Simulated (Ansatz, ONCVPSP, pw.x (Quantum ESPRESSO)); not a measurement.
B: one change to the ONCV potential, in the atom and in the sc crystal

```json
{
  "Element": "boron (B)",
  "Generator": "ONCVPSP 4.0.1.1 (patched build)",
  "Type": "optimised norm-conserving Vanderbilt (ONCV)",
  "Functional": "PBE",
  "Relativity": "scalar-relativistic",
  "Frozen core": "[He]",
  "Valence charge": "3",
  "Reference configuration": "2s1.5 2p1.5",
  "Partial waves": "2s: rc 1.30 bohr, ncon 4, nbas 7, qcut 5.5 1/bohr, 1 projector; 2p: rc 2.70 bohr, ncon 3, nbas 7, qcut 6.2 1/bohr, 1 projector; d scattering state at 0.22 Ha: rc 2.35 bohr, ncon 3, nbas 7, qcut 4.3 1/bohr, 2 projectors, debl 1.6 Ha",
  "Local potential": "polynomial inside 1.05 bohr (lpopt 1, dvloc0 0 Ha)",
  "Core correction": "Teter function, fcfact 5.25, rcfact 1.15"
}
```

Change: p: rc 2.94.

Cutoffs, loose and tight: the cutoffs (Ha) at which the residual kinetic energy of the hardest occupied pseudo-wave falls to 1 and 0.1 mHa per electron. They do not see the model core or the augmentation charge, which bear on the density cutoff. Test errors are all-electron minus pseudo excitation energies from the reference, over the configurations 2s2 2p1; 2s2 2p0; 2s1 2p0; 2s1 2p1; variants that change the core or the reference have their own tests.

Crystal test: sc B in pw.x 7.5, no spin, 17³ k-points, Fermi–Dirac smearing 0.01 Ry, cutoffs set for each file from its atomic test. The reference is all-electron LAPW (Ansatz 0.2.0) with the same functional, mesh and smearing; V0 and B0 come from Birch–Murnaghan fits to the pressures at five volumes. Errors are pseudo minus all-electron; Δ is the rms difference of the E(V) curves that follow from these fits, minima aligned, over ±6 % about the mean V0. Mesh and smearing are coarse, so the numbers serve the comparison and aren't converged zero-temperature values; the lattice is a test structure that the element need not adopt.

All-electron: a0 = 1.886 Å (V0 = 6.71 Å³/atom), B0 = 233.9 GPa.

Question: Does the change bring the crystal closer to the all-electron result?

Answer: The mean pressure error goes from -5.30 to -7.89 GPa, so the change moves the solid further from the all-electron pressures.

```
                       quantity       base    changed
                 outcome (atom)  generated  generated
           cutoff, loose (atom)      12 Ha      12 Ha
           cutoff, tight (atom)      18 Ha      18 Ha
            bound ghosts (atom)       none       none
largest test error (meV) (atom)       +244       +291
           cutoffs in pw.x (Ry)     50/200     50/200
                         a0 (Å)      1.871      1.862
                   a0 error (%)      -0.81      -1.26
                   B0 error (%)       -3.8       -6.1
                   Δ (meV/atom)        8.2       12.6
      mean pressure error (GPa)      -5.30      -7.89
```

Base: The largest radius (2.70 bohr) exceeds half the bond length (1.78 bohr), so the spheres overlap, which is one possible source of error among others. This is a poor potential for the solid. Changed file: The largest radius (2.94 bohr) exceeds half the bond length (1.78 bohr), so the spheres overlap, which is one possible source of error among others. This is a poor potential for the solid.
